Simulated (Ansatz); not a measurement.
## Optical constants of SiO2

The calculation used DFT PBE, scalar-relativistic, plane waves, PAW (Ansatz 0.2.0). Cutoff 420 eV, 6×6×6 k-points (Γ-centred), Gaussian smearing of 0.01 eV. No spin polarisation.

Relaxed structure:
```
CELL_PARAMETERS angstrom
-2.51488 2.51488 3.68803
2.51488 -2.51488 3.68803
2.51488 2.51488 -3.68803
ATOMIC_POSITIONS crystal
Si 0.00000 0.00000 0.00000
Si 0.75000 0.25000 0.50000
O 0.96665 0.62500 0.84165
O 0.37500 0.21665 0.34165
O 0.78335 0.12500 0.15835
O 0.87500 0.03335 0.65835
```

Independent-particle response (no local fields, no excitons) on a 10×10×10 mesh, broadened by 0.1 eV. Light polarised along y.

Question: Tabulate ε₁ and ε₂ against photon energy.

Answer:
```
E (eV)    ε₁    ε₂
   0.2  2.32  0.00
   0.7  2.33  0.00
   1.2  2.34  0.00
   1.7  2.35  0.00
   2.2  2.37  0.00
   2.7  2.39  0.00
   3.2  2.42  0.00
   3.7  2.46  0.00
   4.2  2.51  0.00
   4.7  2.57  0.00
   5.2  2.64  0.00
   5.7  2.74  0.00
   6.2  2.88  0.00
   6.7  3.07  0.02
   7.2  3.41  0.06
   7.7  3.69  0.56
   8.2  3.78  0.90
   8.7  3.99  1.37
   9.2  3.97  2.15
   9.7  2.24  3.59
  10.2  1.63  2.06
  10.7  2.74  1.81
  11.2  1.79  1.88
  11.7  1.87  1.81
```

Question: Where is the highest local maximum of ε₂ between 0.3 and 12 eV?

Answer: At 9.7 eV, where ε₂ = 3.6.

Question: How do the static value and the gaps compare?

Answer: ε₁(0) = 2.32; on the self-consistent k mesh the Kohn–Sham gap is 5.73 eV and the least direct gap 5.73 eV.

This form isn't the usual stable structure of the compound.

Cost: 1 run of about 2 core-minutes, on Arm Neoverse V2 (shared hosts).